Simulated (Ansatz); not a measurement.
Starting cell, InN (zinc blende):

```yaml
crystal:
  lattice:
    - [0.00000, 5.04943, 5.04943]
    - [2.52471, 0.00000, 2.52471]
    - [2.52471, 2.52471, 0.00000]
  atoms:
    - { symbol: N, position: [0.37500, 0.75000, 0.75000] }
    - { symbol: N, position: [0.87500, 0.75000, 0.75000] }
    - { symbol: In, position: [0.00000, 0.00000, 0.00000] }
    - { symbol: In, position: [0.50000, 0.00000, 0.00000] }
```

The atoms are displaced by Q × the pattern below (from a DFPT mode at L = (0.5, 0.0, 0.0), largest move 1; Q in Å), at fixed cell. (q is in reciprocal vectors of the primitive cell; the cell shown is doubled to hold the pattern.)

| atom | x | y | z |
|---|---|---|---|
| N1 | 0.577 | -0.577 | -0.577 |
| N2 | -0.577 | 0.577 | 0.577 |
| In3 | -0.015 | 0.015 | 0.015 |
| In4 | 0.015 | -0.015 | -0.015 |

These are PBE (plane waves to 420 eV, PAW, scalar-relativistic; Ansatz, an electronic-structure program) values and carry that method's errors. k mesh 11×11×11 (Γ-centred), Fermi-Dirac smearing 0.05 eV. The energy includes the smearing's −TS. With partly filled bands, energies and forces of such displacements shift with the k mesh and the smearing. At this level the bands of InN touch or barely overlap; measurements give the solid a gap. InN was relaxed with its symmetry unable to fall. The PAW data are Ansatz's earlier set. ΔE is measured from the undisplaced structure.

Successive frames, forces in eV/Å:

```json
[
 {"frame": "Q = -0.187 Å", "ΔE (meV/cell)": "553", "F on N1": "(1.250, -1.250, -1.250)", "F on N2": "(-2.240, 2.240, 2.240)", "F on In3": "(0.006, -0.006, -0.006)", "F on In4": "(0.984, -0.984, -0.984)"},
 {"frame": "Q = -0.140 Å", "ΔE (meV/cell)": "307", "F on N1": "(1.004, -1.004, -1.004)", "F on N2": "(-1.552, 1.552, 1.552)", "F on In3": "(-0.050, 0.050, 0.050)", "F on In4": "(0.598, -0.598, -0.598)"},
 {"frame": "Q = -0.093 Å", "ΔE (meV/cell)": "135", "F on N1": "(0.717, -0.717, -0.717)", "F on N2": "(-0.958, 0.958, 0.958)", "F on In3": "(-0.075, 0.075, 0.075)", "F on In4": "(0.316, -0.316, -0.316)"}
]
```

What are the energy and the forces in the next frame, Q = -0.047 Å?

ΔE (meV/cell) = 34.

```json
[
 {"atom": "N1", "Fx": "0.384", "Fy": "-0.384", "Fz": "-0.384"},
 {"atom": "N2", "Fx": "-0.445", "Fy": "0.445", "Fz": "0.445"},
 {"atom": "In3", "Fx": "-0.062", "Fy": "0.062", "Fz": "0.062"},
 {"atom": "In4", "Fx": "0.122", "Fy": "-0.122", "Fz": "-0.122"}
]
```

(For displaced atoms, the force is minus the slope of the energy, and its curvature is a force constant, which sets phonon frequencies.)
